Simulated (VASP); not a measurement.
# AgCl (Chlorargyrite) (Fm-3m) in VASP: a series of runs

Runs on AgCl (Chlorargyrite). Level: PBEsol. Tasks: single point.

Program: VASP 6.6.1. These are calculated values, not measurements. Logs are shortened: lines on timing, memory, paths and dates and some standing lists are left out, and cuts for length are marked.

## (1) The crystal as given

The structure is cubic, space group Fm-3m (No. 225). Conventional cell: a = 5.470 Å, b = 5.470 Å, c = 5.470 Å, α = 90.00°, β = 90.00°, γ = 90.00°. Around Ag (site symmetry m-3m) lie 6 Cl at 2.73 Å. Cl (site symmetry m-3m) is surrounded by 6 Ag at 2.73 Å.

## (2) Single point, PBEsol

INCAR reads:

```
PREC = Accurate
ENCUT = 400
EDIFF = 1E-6
ISMEAR = 0
SIGMA = 0.2
LREAL = F
LASPH = T
NELM = 100
ALGO = Normal
ISIF = 2
LWAVE = F
LCHARG = F
GGA = PS
ADDGRID = F
```

KPOINTS reads:

```
Automatic mesh
0
Gamma
  6 6 6
```

POSCAR reads:

```
AgCl
1.0
    0.0000000000      2.7350000000      2.7350000000
    2.7350000000      0.0000000000      2.7350000000
    2.7350000000      2.7350000000      0.0000000000
Ag Cl
1 1
Direct
    0.0000000000      0.0000000000      0.0000000000
    0.5000000000      0.5000000000      0.5000000000
```

Potentials or basis: VASP PAW PBE potentials, release 64 (Ag, Cl).

Launch:

```bash
> cat potpaw_PBE.64/Ag/POTCAR potpaw_PBE.64/Cl/POTCAR > POTCAR
> mpirun -np 1 vasp_std > vasp.out
```

OUTCAR:

```text
PREC = Accurate
   ENCUT = 400
   EDIFF = 1E-6
   ISMEAR = 0
   LREAL = F
   LASPH = T
   NELM = 100
   ISIF = 2
   GGA = PS

 Found     16 irreducible k-points:

 Following reciprocal coordinates:
            Coordinates               Weight
  0.000000  0.000000  0.000000      1.000000
  0.166667  0.000000  0.000000      8.000000
  0.333333  0.000000  0.000000      8.000000
  0.500000  0.000000  0.000000      4.000000
  0.166667  0.166667  0.000000      6.000000
  0.333333  0.166667  0.000000     24.000000
   k-points           NKPTS =     16   k-points in BZ     NKDIM =     16   number of bands    NBANDS=     13
   number of dos      NEDOS =    301   number of ions     NIONS =      2
   total plane-waves  NPLWV =  21952
   dimension x,y,z NGX =    28 NGY =   28 NGZ =   28
   dimension x,y,z NGXF=    56 NGYF=   56 NGZF=   56
   ions per type =               1   1
   NGX,Y,Z   is equivalent  to a cutoff of  12.03, 12.03, 12.03 a.u.
   NGXF,Y,Z  is equivalent  to a cutoff of  24.07, 24.07, 24.07 a.u.
 SYSTEM =  unknown system
   PREC   = accura    normal or accurate (medium, high low for compatibility)
   ISTART =      0    job   : 0-new  1-cont  2-samecut
   ICHARG =      2    charge: 1-file 2-atom 10-const
   ISPIN  =      1    spin polarized calculation?
   LNONCOLLINEAR =      F non collinear calculations
   LSORBIT =      F    spin-orbit coupling
   LASPH  =      T    aspherical Exc in radial PAW
   ENCUT  =  400.0 eV  29.40 Ry    5.42 a.u.   6.31  6.31  6.31*2*pi/ulx,y,z
   NELM   =    100;   NELMIN=  2; NELMDL= -5     # of ELM steps
   EDIFF  = 0.1E-05   stopping-criterion for ELM
   LREAL  =      F    real-space projection
   EDIFFG = 0.1E-04   stopping-criterion for IOM
   NSW    =      0    number of steps for IOM
   IBRION =     -1    ionic relax: 0-MD 1-quasi-New 2-CG
   NFREE  =      0    steps in history (QN), initial steepest desc. (CG)
   ISIF   =      2    stress and relaxation
   ISYM   =      2    0-nonsym 1-usesym 2-fastsym
   POTIM  = 0.5000    time-step for ionic-motion
   TEBEG  =    0.0;   TEEND  =   0.0 temperature during run
   PSTRESS=    0.0 pullay stress
   NELECT =      18.0000    total number of electrons
   NUPDOWN=      -1.0000    fix difference up-down
   EMIN   =  10.00;   EMAX   =-10.00  energy-range for DOS
   EFERMI =   0.00;   METHOD = LEGACY
   ISMEAR =     0;   SIGMA  =   0.20  broadening in eV -4-tet -1-fermi 0-gaus
   EFERMI_NEDOS =   21; number of points for ismear=-14 and -15
   IALGO  =     38    algorithm
   IMIX   =      4    mixing-type and parameters
     AMIX     =   0.40;   BMIX     =  1.00
     AMIX_MAG =   1.60;   BMIX_MAG =  1.00
  volume/ion in A,a.u.               =      20.46       138.06
  Fermi-wavevector in a.u.,A,eV,Ry     =   1.245083  2.352866 21.092186  1.550232
  Thomas-Fermi vector in A             =   2.379321
   LORBIT       =      0    0 simple, 1 ext, 2 COOP (PROOUT), +10 PAW based schemes
   GGA     = PS    functional components
   LHFCALC =     F    Hartree Fock is set to
   AEXX    =    0.0000 exact exchange contribution
   IVDW    =     0    specifies the selected vdW correction
   LEPSILON=     F    determine dielectric tensor
   LRPA    =     F    only Hartree local field effects (RPA)
 non-spin polarized calculation
 Gauss-broadening in eV      SIGMA  =   0.20
  energy-cutoff  :      400.00
  volume of cell :       40.92
 maximum number of plane-waves:       754
 NGX is ok and might be reduce to    28
   NGX = 13   NGY = 13   NGZ = 13

 number of electron      18.0000000 magnetization

 Free energy of the ion-electron system (eV)
  ---------------------------------------------------
  ext. energy  EPLUGINS =         0.00000000
  ---------------------------------------------------
  free energy    TOTEN  =        -6.06012148 eV

  energy without entropy =       -6.05998346  energy(sigma->0) =       -6.06005247

 E-fermi :   4.6777     XC(G=0): -10.4342

 val. band max:        4.2535078921   @ k =   0.5000   0.0000   0.0000
 cond. band min:       4.9748025449   @ k =   0.0000   0.0000   0.0000
 fundamental gap:      0.7212946527
 Fermi energy:         4.6777495682

 k-point     1 :       0.0000    0.0000    0.0000
  band No.  band energies     occupation
      1     -11.1773      2.00000
      2       1.5997      2.00000
      3       1.5997      2.00000
      4       1.5997      2.00000
      5       1.6419      2.00000
      6       1.6419      2.00000
      7       1.7472      2.00000
      8       1.7472      2.00000
      9       1.7472      2.00000
     10       4.9748      0.03569
     11      14.9832      0.00000
     12      14.9832      0.00000
     13      14.9832      0.00000

 k-point     2 :       0.1667    0.0000    0.0000
  band No.  band energies     occupation
      1     -11.0586      2.00000
      2       0.4623      2.00000
      3       0.6862      2.00000
      4       0.6862      2.00000
      5       1.7022      2.00000
      6       1.7022      2.00000
      7       1.9650      2.00000
      8       2.8390      2.00000
      9       2.8390      2.00000
     10       6.1776      0.00000
     11      12.9572      0.00000
     12      14.2679      0.00000
     13      14.2679      0.00000

 k-point     3 :       0.3333    0.0000    0.0000
  band No.  band energies     occupation
      1     -10.8035      2.00000
      2      -0.8832      2.00000
      3       0.0137      2.00000
      4       0.0137      2.00000
      5       1.9087      2.00000
      6       1.9087      2.00000
      7       2.2056      2.00000
      8       3.8302      2.00000
      9       3.8302      2.00000
     10       7.7915      0.00000
     11      11.1992      0.00000
     12      12.4668      0.00000
     13      12.4668      0.00000

 k-point     4 :       0.5000    0.0000    0.0000
  band No.  band energies     occupation
      1     -10.6655      2.00000
      2      -1.4229      2.00000
      3      -0.2217      2.00000
      4      -0.2217      2.00000
      5       2.0171      2.00000
      6       2.0171      2.00000
      7       2.3538      2.00000
      8       4.2535      1.99730
      9       4.2535      1.99730
     10       8.1696      0.00000
     11      10.9225      0.00000
     12      11.7013      0.00000
     13      11.7013      0.00000

 k-point     5 :       0.1667    0.1667    0.0000
  band No.  band energies     occupation
      1     -11.0268      2.00000
      2      -0.0539      2.00000
      3       1.0995      2.00000
      4       1.0995      2.00000
      5       1.5036      2.00000
      6       1.6945      2.00000
      7       2.2486      2.00000
      8       2.2486      2.00000
      9       2.6811      2.00000
     10       6.6784      0.00000
     11      13.0020      0.00000
     12      13.4515      0.00000
     13      14.3430      0.00000

 k-point     6 :       0.3333    0.1667    0.0000
  band No.  band energies     occupation
      1     -10.8338      2.00000
      2      -0.6746      2.00000
      3       0.3151      2.00000
      4       0.4656      2.00000
      5       1.6445      2.00000
      6       1.9381      2.00000
      7       2.2367      2.00000
      8       2.8612      2.00000
      9       3.4106      2.00000
     10       7.9664      0.00000
     11      11.0146      0.00000
     12      12.4168      0.00000
     13      13.6253      0.00000

 [... further k-points ...]
[... 5 lines left out ...]
  --------------------------------------------------------------------------------------
  -------------------------------------------------------------------------------------
  Total       -0.2337686     -0.2337686     -0.2337686      0.0000000     -0.0000000      0.0000000
  in kB       -9.1536591     -9.1536591     -9.1536591      0.0000000     -0.0000000      0.0000000
  external PRESSURE =      -9.1536591 kB  Pullay stress =       0.0000000 kB

 VOLUME and BASIS-vectors are now :
 -----------------------------------------------------------------------------
  energy-cutoff  :      400.00
  volume of cell :       40.92
      direct lattice vectors                 reciprocal lattice vectors
     0.000000000  2.735000000  2.735000000    -0.182815356  0.182815356  0.182815356
     2.735000000  0.000000000  2.735000000     0.182815356 -0.182815356  0.182815356
     2.735000000  2.735000000  0.000000000     0.182815356  0.182815356 -0.182815356

 POSITION                                       TOTAL-FORCE (eV/Angst)
 -----------------------------------------------------------------------------------
      0.00000      0.00000      0.00000        -0.000000     -0.000000     -0.000000
      2.73500      2.73500      2.73500         0.000000      0.000000      0.000000
 -----------------------------------------------------------------------------------
    total drift:                                0.000000      0.000000      0.000000

  FREE ENERGIE OF THE ION-ELECTRON SYSTEM (eV)
  ---------------------------------------------------
  free  energy   TOTEN  =        -6.0601214819 eV

  energy  without entropy=       -6.0599834625  energy(sigma->0) =       -6.06005247
```

Wall time 3.9 s (1 thread of Intel Xeon 6975P-C (Granite Rapids), shared host); peak memory 0.15 GiB.

These settings aren't checked as converged: the numbers below hold their error.

Results:

```yaml
Free_energy: -6.0601 eV
Pressure: -0.9 GPa
Band_gap_on_the_k_mesh: 0.72 eV, indirect (least direct gap 3.23 eV)
```

Caveat: the PAW data sets were made with another functional, which shifts forces and pressure a little.

## (3) Single point, PBEsol

Edit INCAR of step 2 so:

```diff
@@ -4,3 +4,3 @@
 ISMEAR = 0
-SIGMA = 0.2
+SIGMA = 0.1
 LREAL = F
```

KPOINTS is that of step 2.

POSCAR is that of step 2.

Potentials or basis: VASP PAW PBE potentials, release 64 (Ag, Cl).

Launch:

```bash
> cat potpaw_PBE.64/Ag/POTCAR potpaw_PBE.64/Cl/POTCAR > POTCAR
> mpirun -np 1 vasp_std > vasp.out
```

OUTCAR:

```text
PREC = Accurate
   ENCUT = 400
   EDIFF = 1E-6
   ISMEAR = 0
   LREAL = F
   LASPH = T
   NELM = 100
   ISIF = 2
   GGA = PS

 Found     16 irreducible k-points:

 Following reciprocal coordinates:
            Coordinates               Weight
  0.000000  0.000000  0.000000      1.000000
  0.166667  0.000000  0.000000      8.000000
  0.333333  0.000000  0.000000      8.000000
  0.500000  0.000000  0.000000      4.000000
  0.166667  0.166667  0.000000      6.000000
  0.333333  0.166667  0.000000     24.000000
[... 164 lines left out ...]
      8       2.8614      2.00000
      9       3.4108      2.00000
     10       7.9665      0.00000
     11      11.0147      0.00000
     12      12.4169      0.00000
     13      13.6254      0.00000

 [... further k-points ...]
[... 5 lines left out ...]
  --------------------------------------------------------------------------------------
  -------------------------------------------------------------------------------------
  Total       -0.2337186     -0.2337186     -0.2337186      0.0000000      0.0000000      0.0000000
  in kB       -9.1517008     -9.1517008     -9.1517008      0.0000000      0.0000000      0.0000000
  external PRESSURE =      -9.1517008 kB  Pullay stress =       0.0000000 kB

 VOLUME and BASIS-vectors are now :
 -----------------------------------------------------------------------------
  energy-cutoff  :      400.00
  volume of cell :       40.92
      direct lattice vectors                 reciprocal lattice vectors
     0.000000000  2.735000000  2.735000000    -0.182815356  0.182815356  0.182815356
     2.735000000  0.000000000  2.735000000     0.182815356 -0.182815356  0.182815356
     2.735000000  2.735000000  0.000000000     0.182815356  0.182815356 -0.182815356

 POSITION                                       TOTAL-FORCE (eV/Angst)
 -----------------------------------------------------------------------------------
      0.00000      0.00000      0.00000         0.000000      0.000000     -0.000000
      2.73500      2.73500      2.73500        -0.000000     -0.000000      0.000000
 -----------------------------------------------------------------------------------
    total drift:                                0.000000      0.000000      0.000000

  FREE ENERGIE OF THE ION-ELECTRON SYSTEM (eV)
  ---------------------------------------------------
  free  energy   TOTEN  =        -6.0601066497 eV

  energy  without entropy=       -6.0601066464  energy(sigma->0) =       -6.06010665
```

OSZICAR:

```text
N       E                     dE             d eps       ncg     rms          rms(c)
DAV:   1     0.815555372857E+02    0.81556E+02   -0.78795E+03   456   0.101E+03
DAV:   2    -0.293361649835E+01   -0.84489E+02   -0.79559E+02   501   0.222E+02
DAV:   3    -0.619494759987E+01   -0.32613E+01   -0.32507E+01   476   0.472E+01
DAV:   4    -0.622007467192E+01   -0.25127E-01   -0.25125E-01   481   0.468E+00
DAV:   5    -0.622040880161E+01   -0.33413E-03   -0.33413E-03   471   0.533E-01    0.720E+00
DAV:   6    -0.606403459249E+01    0.15637E+00   -0.37557E-01   454   0.865E+00    0.467E+00
DAV:   7    -0.606150191764E+01    0.25327E-02   -0.74066E-02   416   0.217E+00    0.203E+00
DAV:   8    -0.606012077998E+01    0.13811E-02   -0.42857E-03   441   0.813E-01    0.332E-01
DAV:   9    -0.606007936624E+01    0.41414E-04   -0.53152E-04   476   0.335E-01    0.480E-02
DAV:  10    -0.606010193728E+01   -0.22571E-04   -0.40918E-05   426   0.625E-02    0.158E-02
DAV:  11    -0.606010670238E+01   -0.47651E-05   -0.37015E-06   431   0.194E-02    0.197E-03
DAV:  12    -0.606010664969E+01    0.52687E-07   -0.15609E-07   213   0.550E-03
   1 F= -.60601066E+01 E0= -.60601066E+01  d E =-.329851E-08
```

Wall time 3.9 s (1 thread of Intel Xeon 6975P-C (Granite Rapids), shared host); peak memory 0.15 GiB.

The run converged, but some of its settings lie outside the range that counts as converged, so its numbers aren't taken as properties of the crystal.

Results:

```
Free energy            : -6.0601 eV
Pressure               : -0.9 GPa
Band gap on the k mesh : 0.72 eV, indirect (least direct gap 3.23 eV)
```

Caveat: the PAW data sets were made with another functional, which shifts forces and pressure a little.

## (4) Single point, PBEsol

Edit INCAR of step 3 so:

```diff
@@ -4,3 +4,3 @@
 ISMEAR = 0
-SIGMA = 0.1
+SIGMA = 0.01
 LREAL = F
```

KPOINTS is that of step 3.

POSCAR is that of step 3.

Launch:

```bash
> cat potpaw_PBE.64/Ag/POTCAR potpaw_PBE.64/Cl/POTCAR > POTCAR
> mpirun -np 1 vasp_std > vasp.out
```

It took 3.9 s on 1 thread of Intel Xeon 6975P-C (Granite Rapids), shared host; peak memory 0.15 GiB.

These settings aren't checked as converged: the numbers below hold their error.

What came out:

| Item | Value |
| --- | --- |
| Free energy | -6.0601 eV |
| Pressure | -0.9 GPa |
| Band gap on the k mesh | 0.72 eV, indirect (least direct gap 3.23 eV) |

Caveat: the PAW data sets were made with another functional, which shifts forces and pressure a little.
